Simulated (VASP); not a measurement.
# TiNi under changes of volume

One of the cells (13.606 Å³/atom); the others are scaled copies at fixed shape and fractional positions:

```
Ni Ti
1.0
     3.00786    0.00000    0.00000
     0.00000    3.00786    0.00000
     0.00000    0.00000    3.00786
Ni Ti
1 1
Cartesian
  0.0000 0.0000 0.0000
  1.5039 1.5039 1.5039
```

The cell comes from a database or a generator and needn't be the stable form of this composition.

- Program: VASP 6.6.1
- Functional: PBEsol
- Potentials or basis: VASP PAW PBE potentials, release 64 (Ni, Ti_sv)
- Cutoff: 520 eV
- k mesh: 9 × 9 × 9
- Occupations: fermi-dirac, width 0.05 eV
- Spin: collinear spin, ferromagnetic start
- Starting moments: [1.0, 1.0] μB

```tsv
volume (Å³/atom)	energy over the lowest point (meV/atom)	pressure (GPa)
12.539	13.25	8.1
12.806	3.32	4.0
13.073	0.00	0.2
13.606	10.55	-6.2
13.873	23.29	-8.9
14.140	?	?
```

What does the run at 14.140 Å³/atom give?

Energy over the lowest point 40.34 meV/atom; pressure -11.4 GPa.

Worked out: A Birch-Murnaghan fit of order 3 (a polynomial in V^(-2/3)) to the other rows has its minimum at 13.08 Å³/atom with B0 = V·E''(V) = 174 GPa and B' = 4.3. It gives 40.34 meV/atom at 14.140 Å³/atom, against the run's 40.34, and -dE/dV = -11.4 GPa, against -11.4.

Energies are extrapolated to zero smearing.

Caveats: the PAW data sets were made with another functional, which shifts forces and pressure a little.
